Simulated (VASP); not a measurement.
Input of a VASP 6.6.1 run:

The input POSCAR:

```
Bi
1.0
    2.2656626626      1.3080809481      3.8879167152
   -2.2656626626      1.3080809481      3.8879167152
    0.0000000000     -2.6161618963      3.8879167152
  Bi
     2
Direct
     0.2372661062816524    0.2372661062816524    0.2372661062816524
     0.7627338937183475    0.7627338937183475    0.7627338937183475
```

INCAR.step1

```
PREC     = Accurate       # precision mode
ENCUT    = 600            # plane-wave cutoff, eV
EDIFF    = 1E-8           # SCF threshold, eV
ISMEAR   = 1              # smearing method
SIGMA    = 0.2            # smearing width, eV
LREAL    = False          # projectors in reciprocal space
LASPH    = True           # aspherical terms in the spheres
NELM     = 80             # most SCF steps
ALGO     = Normal         # electronic algorithm
ISIF     = 3              # what is computed and relaxed
LWAVE    = False          # write WAVECAR
LCHARG   = False          # write CHGCAR
GGA      = PE             # functional
IVDW     = 12             # dispersion correction
KPAR     = 2            
IBRION   = 2              # ionic algorithm
NSW      = 40             # ionic steps
EDIFFG   = -0.002         # ionic threshold
```

Contents of INCAR.step2:

```
PREC     = Accurate       # precision mode
ENCUT    = 600            # plane-wave cutoff, eV
EDIFF    = 1E-8           # SCF threshold, eV
ISMEAR   = 1              # smearing method
SIGMA    = 0.2            # smearing width, eV
LREAL    = False          # projectors in reciprocal space
LASPH    = True           # aspherical terms in the spheres
NELM     = 80             # most SCF steps
ALGO     = Normal         # electronic algorithm
ISIF     = 2              # what is computed and relaxed
LWAVE    = False          # write WAVECAR
LCHARG   = False          # write CHGCAR
GGA      = PE             # functional
IVDW     = 12             # dispersion correction
KPAR     = 2            
IBRION   = 6              # ionic algorithm
NFREE    = 2            
POTIM    = 0.015          # step
NSW      = 1              # ionic steps
```

The input KPOINTS:

```
Automatic mesh
0
Gamma
  18 18 18
```

Potentials or basis: VASP PAW PBE potentials, release 64 (Bi_d).

Command:

```console
$ cat potpaw_PBE.64/Bi_d/POTCAR > POTCAR
$ cp INCAR.step1 INCAR
$ mpirun -np 2 vasp_std > vasp.out
$ cp CONTCAR POSCAR
$ cp INCAR.step2 INCAR
$ mpirun -np 2 vasp_std > vasp.out
```

Task: Estimate the highest phonon frequency at Γ.

Result: 98 cm⁻¹.

Task: What does it give for the dispersion energy per atom?

Result: -0.462 eV.

Phonon frequencies in cm⁻¹ (negative: imaginary):
```csv
q point,frequencies
"(0.000, 0.000, 0.000)",0 0 0 65 65 98
```
